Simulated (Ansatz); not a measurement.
**How far is this GdN from the hull?**

All numbers below come from DFT PBE, scalar-relativistic, plane waves, PAW in Ansatz 0.2.0. Settings: cutoff 420 eV, Γ-centred meshes spaced at most about 0.3 Å⁻¹, and about 0.25 Å⁻¹ or finer for metals (2π included), Gaussian smearing. Spin is collinear.

Energies over the elements count from the elements' standard structures at the same level (N₂ as a molecule), with no fitted energy shifts.

All energies are static (0 K, no zero-point motion). The 4f shell of Gd is treated without a Hubbard U, which places its levels poorly. Another magnetic order may lie lower.

The competitors are the elements and 1 reference phase of this chemical system (from databases or known types: GdN), relaxed at the same level; other known phases may be missing.

The candidate was reached from: CuI type (F-43m).

```cif
data_structure
_symmetry_space_group_name_H-M 'F-43m'
_symmetry_Int_Tables_number 216
_cell_length_a 5.3371
_cell_length_b 5.3371
_cell_length_c 5.3371
_cell_angle_alpha 90.000
_cell_angle_beta 90.000
_cell_angle_gamma 90.000
_cell_volume 152.02
loop_
_atom_site_label
_atom_site_type_symbol
_atom_site_symmetry_multiplicity
_atom_site_Wyckoff_symbol
_atom_site_fract_x
_atom_site_fract_y
_atom_site_fract_z
_atom_site_occupancy
Gd1 Gd 4 d 0.25000 0.25000 0.75000 1
N1 N 4 a 0.00000 0.00000 0.00000 1
```

Q: Where does it stand against these competitors?

A: Not the lowest form: another structure of the same formula lies lower. Its formation energy is -1.367 eV/atom. The lowest competing phase at this composition is this:

```json
{"phase": "GdN", "space group": "Fm-3m (No. 225)", "source": "Materials Project", "share of atoms": "1.0000", "ΔE_f (eV/atom)": "-1.556"}
```

The candidate lies 189 meV/atom above this phase. The candidate matches no cell in the subsets of the Crystallography Open Database and the Materials Project at hand. It is metastable at best. Whether it is a true minimum wasn't tested by phonons. It has the zinc blende type. It carries parallel moments up to 6.8 μB.
